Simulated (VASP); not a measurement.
AlN in VASP 6.6.1, single-point calculation

INCAR

```
PREC = Accurate
LREAL = .FALSE.
LASPH = .TRUE.
ENCUT = 520
IBRION = -1
NSW = 0
ALGO = Normal
NELM = 100
EDIFF = 1E-7
NBANDS = 11
ADDGRID = .TRUE.
SIGMA = 0.01
LCHARG = .FALSE.
METAGGA = M06L
ISIF = 2
ISMEAR = 0
LWAVE = .FALSE.
```

KPOINTS

```
KPOINTS created by Atomic Simulation Environment
0
Gamma
10 10 10
0 0 0
```

POSCAR

```
Al N
 1.0000000000000000
     0.0000000000000000    2.0794345057000001    2.0794345057000001
     2.0794345057000001    0.0000000000000000    2.0794345057000001
     2.0794345057000001    2.0794345057000001    0.0000000000000000
 Al  N
   1   1
Cartesian
  0.0000000000000000  0.0000000000000000  0.0000000000000000
  2.0794345057000001  2.0794345057000001  2.0794345057000001
```

The recommended PBE PAW datasets give the neutral cell 8 valence electrons.

Command

```
mpirun -np 1 vasp_std
```

OSZICAR

```
N       E                     dE             d eps       ncg     rms          rms(c)
DAV:   1    -0.160514309666E+08   -0.16051E+08   -0.14899E+08  1392   0.173E+06
DAV:   2    -0.201721947481E+08   -0.41208E+07   -0.39408E+07  1054   0.632E+06
DAV:   3    -0.208496745473E+08   -0.67748E+06   -0.62701E+06  2068   0.187E+06
DAV:   4    -0.208766610987E+08   -0.26987E+05   -0.26130E+05  1924   0.364E+05
DAV:   5    -0.208774174799E+08   -0.75638E+03   -0.73601E+03  2020   0.522E+04    0.520E+01
DAV:   6     0.297442879977E+03    0.20878E+08   -0.25463E+04  1605   0.771E+02    0.220E+02
DAV:   7    -0.993616282642E+00   -0.29844E+03   -0.31848E+03  1812   0.549E+02    0.818E+01
DAV:   8    -0.321363434026E+02   -0.31143E+02   -0.98717E+01  1352   0.793E+01    0.208E+01
DAV:   9    -0.196299682825E+02    0.12506E+02   -0.40632E+01  1130   0.702E+01    0.153E+01
DAV:  10    -0.212425635177E+02   -0.16126E+01   -0.28931E+00  1130   0.219E+01    0.103E+01
...
DAV:  30    -0.198729767437E+02   -0.32044E-04   -0.55699E-06  1091   0.207E-02    0.192E-02
DAV:  31    -0.198729800515E+02   -0.33078E-05   -0.65816E-07  1115   0.842E-03    0.618E-03
DAV:  32    -0.198729802276E+02   -0.17610E-06   -0.83344E-08   577   0.331E-03    0.107E-03
DAV:  33    -0.198729809731E+02   -0.74550E-06   -0.10678E-08   544   0.124E-03    0.759E-04
DAV:  34    -0.198729807956E+02    0.17747E-06   -0.31870E-09   538   0.545E-04    0.977E-04
DAV:  35    -0.198729813321E+02   -0.53651E-06   -0.67136E-09   541   0.519E-04    0.733E-04
DAV:  36    -0.198729818005E+02   -0.46839E-06   -0.88073E-10   541   0.285E-04    0.264E-04
DAV:  37    -0.198729819498E+02   -0.14930E-06   -0.12326E-10   544   0.110E-04    0.967E-05
DAV:  38    -0.198729818860E+02    0.63803E-07   -0.39995E-11   544   0.716E-05
   1 F= -.19872982E+02 E0= -.19872982E+02  d E =-.632756E-77
```

From OUTCAR

```
k-points           NKPTS =     47   k-points in BZ     NKDIM =     47   number of bands    NBANDS=     11

   NELECT =       8.0000    total number of electrons

   dimension x,y,z NGX =    24 NGY =   24 NGZ =   24
   dimension x,y,z NGXF=    48 NGYF=   48 NGZF=   48

  energy-cutoff  :      520.00
  volume of cell :       17.98
      direct lattice vectors                 reciprocal lattice vectors
     0.000000000  2.079434506  2.079434506    -0.240449987  0.240449987  0.240449987
     2.079434506  0.000000000  2.079434506     0.240449987 -0.240449987  0.240449987
     2.079434506  2.079434506  0.000000000     0.240449987  0.240449987 -0.240449987

 k-points in reciprocal lattice and weights: KPOINTS created by Atomic Simulation Env
   0.00000000  0.00000000  0.00000000       0.001
   0.10000000  0.00000000  0.00000000       0.008
   0.20000000  0.00000000  0.00000000       0.008
   0.30000000  0.00000000  0.00000000       0.008
   0.40000000  0.00000000  0.00000000       0.008
   0.50000000  0.00000000  0.00000000       0.004
   0.10000000  0.10000000  0.00000000       0.006
   0.20000000  0.10000000  0.00000000       0.024
   ...

 E-fermi :   8.7857

 k-point     1 :       0.0000    0.0000    0.0000
  band No.  band energies     occupation
      1      -9.2011      2.00000
      2       8.6566      2.00000
      3       8.6566      2.00000
      4       8.6566      2.00000
      5      13.2293      0.00000
      6      21.1941      0.00000
      7      21.1941      0.00000
      8      21.1941      0.00000
      9      24.4993      0.00000
     10      26.8949      0.00000
     11      26.8949      0.00000

 k-point     2 :       0.1000    0.0000    0.0000
  band No.  band energies     occupation
      1      -9.0160      2.00000
      2       7.5741      2.00000
      3       8.5525      2.00000
      4       8.5525      2.00000
      5      13.9915      0.00000
      6      19.9517      0.00000
      7      21.4579      0.00000
      8      21.4579      0.00000
      9      24.9222      0.00000
     10      24.9222      0.00000
     11      25.9168      0.00000

 k-point     3 :       0.2000    0.0000    0.0000
  band No.  band energies     occupation
      1      -8.4829      2.00000
      2       5.4542      2.00000
      3       8.2968      2.00000
      4       8.2968      2.00000
      5      14.8763      0.00000
      6      19.1636      0.00000
      7      21.4889      0.00000
      8      21.4889      0.00000
      9      24.3719      0.00000
     10      24.3719      0.00000
     11      25.3752      0.00000

 k-point     4 :       0.3000    0.0000    0.0000
  band No.  band energies     occupation
      1      -7.6863      2.00000
      2       3.2557      2.00000
      3       8.0097      2.00000
      4       8.0097      2.00000
      5      14.7957      0.00000
      6      19.9264      0.00000
      7      20.6511      0.00000
      8      20.6512      0.00000
      9      24.5109      0.00000
     10      25.8315      0.00000
     11      25.8315      0.00000

 k-point     5 :       0.4000    0.0000    0.0000
  band No.  band energies     occupation
      1      -6.8481      2.00000
      2       1.4956      2.00000
      3       7.7974      2.00000
      4       7.7974      2.00000
      5      14.4486      0.00000
      6      19.9544      0.00000
      7      19.9544      0.00000
      8      21.0330      0.00000
      9      23.9560      0.00000
     10      27.9190      0.00000
     11      27.9190      0.00000

 ...

  Total       -2.7558707     -2.7558707     -2.7558707      0.0000000      0.0000000     -0.0000000
  in kB     -245.5295006   -245.5295006   -245.5295006      0.0000000      0.0000000     -0.0000000
  external PRESSURE =    -245.5295006 kB  Pullay stress =       0.0000000 kB

 POSITION                                       TOTAL-FORCE (eV/Angst)
 -----------------------------------------------------------------------------------
      0.00000      0.00000      0.00000         0.000000     -0.000000      0.000000
      2.07943      2.07943      2.07943        -0.000000      0.000000     -0.000000
 -----------------------------------------------------------------------------------
    total drift:                               -0.000000     -0.000000      0.000000

  FREE ENERGIE OF THE ION-ELECTRON SYSTEM (eV)
  ---------------------------------------------------
  free  energy   TOTEN  =       -19.8729818860 eV

  energy  without entropy=      -19.8729818860  energy(sigma->0) =      -19.87298189
```

It converged. Results: gap between bands v and c on the k mesh 4.33 eV; least direct gap on the k mesh 4.57 eV; pressure -24.6 GPa. Band v is the last that the valence electrons fill when counted band by band, and c is the next.

For comparison, a separate r²SCAN run of the intended cell, on usual settings and not on those above, gives a gap of 4.66 eV on its mesh and a pressure of -21.3 GPa.

The run above took about 65 s on one core of a shared host (Intel Xeon Platinum 8488C) and held 0.19 GiB at most.
